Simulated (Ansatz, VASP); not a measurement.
## Sb in VASP and in Ansatz

```
CELL_PARAMETERS angstrom
2.15060 1.24165 3.66912
-2.15060 1.24165 3.66912
0.00000 -2.48330 3.66912
ATOMIC_POSITIONS crystal
Sb 0.23364 0.23364 0.23364
Sb 0.76636 0.76636 0.76636
```

Change from the starting cell: zz strain of -2 %.

Alike in both runs: task single point; functional PBE; k mesh 9 × 9 × 9; occupations fermi-dirac, width 0.05 eV; no spin polarisation.

|  | VASP | Ansatz |
| --- | --- | --- |
| version | VASP 6.6.1 | Ansatz 0.2.0 |
| potentials or method | VASP PAW PBE potentials, release 64 (Sb), cutoff 520 eV | all-electron LAPW, scalar-relativistic |

Ansatz gave:

- pressure (GPa): 4.3
- largest component of the traceless stress (GPa): 0.06
- rms of the force components (eV/Å): 0.188

Estimate VASP's values.

pressure (GPa): 4.4; largest component of the traceless stress (GPa): 0.01; rms of the force components (eV/Å): 0.216.

Atom by atom the forces differ by 0.027 eV/Å (rms over components). Ansatz ran all-electron here, so the differences hold the error of VASP's frozen core and of both bases.
